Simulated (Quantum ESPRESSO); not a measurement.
Input of a Quantum ESPRESSO 7.5 run:

pw.in

```
&CONTROL
  calculation = 'scf'
  prefix = 'pwscf'
  outdir = './tmp'
  pseudo_dir = './pseudo'
  tprnfor = .true.
  tstress = .true.
  disk_io = 'low'
/
&SYSTEM
  ibrav = 0
  nat = 2
  ntyp = 2
  ecutwfc = 55
  ecutrho = 440
  nbnd = 9
  occupations = 'smearing'
  smearing = 'fd'
  degauss = 0.00367493
/
&ELECTRONS
  conv_thr = 4d-10
  electron_maxstep = 120
  mixing_beta = 0.5
/
ATOMIC_SPECIES
P     30.9738 P.pbe-n-rrkjus_psl.1.0.0.UPF
B     10.8100 b_pbe_v1.4.uspp.F.UPF
CELL_PARAMETERS angstrom
   0.0000000000    2.2690000000    2.2690000000
   2.2690000000    0.0000000000    2.2690000000
   2.2690000000    2.2690000000    0.0000000000
ATOMIC_POSITIONS crystal
P      0.7500000000    0.7500000000    0.7500000000
B      0.0000000000    0.0000000000    0.0000000000
K_POINTS automatic
10 10 10 0 0 0
```

The input pp_density.in:

```
&INPUTPP
  prefix = 'pwscf'
  outdir = './tmp'
  filplot = 'density.dat'
  plot_num = 0
/
&PLOT
  nfile = 1
  filepp(1) = 'density.dat'
  iflag = 3
  output_format = 6
  fileout = 'density.cube'
/
```

The input pp_potential.in:

```
&INPUTPP
  prefix = 'pwscf'
  outdir = './tmp'
  filplot = 'potential.dat'
  plot_num = 11
/
&PLOT
  nfile = 1
  filepp(1) = 'potential.dat'
  iflag = 3
  output_format = 6
  fileout = 'potential.cube'
/
```

Potentials or basis: SSSP 1.3 efficiency PBE.

The run is started by

```console
$ OMP_NUM_THREADS=1 pw.x -in pw.in > pw.out
$ OMP_NUM_THREADS=1 pp.x -in pp_density.in > pp_density.out
$ OMP_NUM_THREADS=1 pp.x -in pp_potential.in > pp_potential.out
```

(1) Predict the pressure.

(2) Predict the band gap on the k mesh.

Results:

(1) 1.1 GPa.

(2) 1.25 eV, indirect (least direct gap 3.40 eV).
